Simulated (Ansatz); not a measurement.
## A film clamped to a substrate in AgCl

The calculation used DFT PBE, scalar-relativistic, plane waves, PAW in Ansatz. Settings: plane waves to 420 eV, k-mesh 8×8×8 (Γ-centred), Gaussian smearing 0.05 eV. No spin polarisation. Energies are free energies at this smearing, counted from the undisturbed cell; pressure is positive in compression.

The undisturbed cell (relaxed at this level):

```xyz
2
Lattice="0.0000 2.8060 2.8060 2.8060 0.0000 2.8060 2.8060 2.8060 0.0000" Properties=species:S:1:pos:R:3 pbc="T T T"
Ag    2.8060    2.8060    2.8060
Cl    0.0000    0.0000    0.0000
```

The cell (2 atoms, V0 = 44.19 Å³) is strained by p along both x and y and by q along z, fractional coordinates fixed. τp = (1/V0) ∂E/∂p = (σxx + σyy)(1 + p)(1 + q) and τq = (1/V0) ∂E/∂q = σzz(1 + p)², with tension positive.

| p | q | ΔE (meV/atom) | τp (GPa) | τq (GPa) |
| --- | --- | --- | --- | --- |
| 0.000 | 0.000 | 0.00 | 0.02 | 0.01 |
| -0.040 | 0.000 | 23.81 | -9.53 | -3.03 |
| 0.040 | 0.000 | 16.33 | 5.35 | 2.83 |
| 0.000 | -0.040 | 6.99 | -3.20 | -2.81 |
| 0.000 | 0.040 | 4.80 | 2.69 | 1.57 |

**Question.** Get the second derivatives of the energy density.

**Answer.** Central differences give A = ∂τp/∂p = 186 GPa (C11 + C22 + 2 C12), C = ∂τq/∂q = 55 GPa (C33) and the cross term B = ∂τq/∂p = 73 GPa (C13 + C23); ∂τp/∂q = 74 GPa must equal B, and any difference shows higher-order terms. Steps this large leave an error of some per cent of A or C in all of these, which can swamp a small B. The ions are clamped. In a cubic crystal C11 = C = 55, C12 = B/2 = 37 GPa and A should be 2(C11 + C12) = 183 GPa; the bulk modulus is (C11 + 2 C12)/3 = 43 GPa.

**Question.** A film of this crystal grows with z along the normal on a substrate that imposes p. How does its thickness respond, and what does the misfit cost?

**Answer.** Count p and q from the stress-free cell. A free surface needs τq = 0, so q = −(B/C) p = -1.34 p. The energy density left is (A − B²/C) p²/2 = M p², with the biaxial modulus M = 44 GPa; a misfit of 1 % costs 0.61 meV/atom, against 1.28 meV/atom if the thickness were held.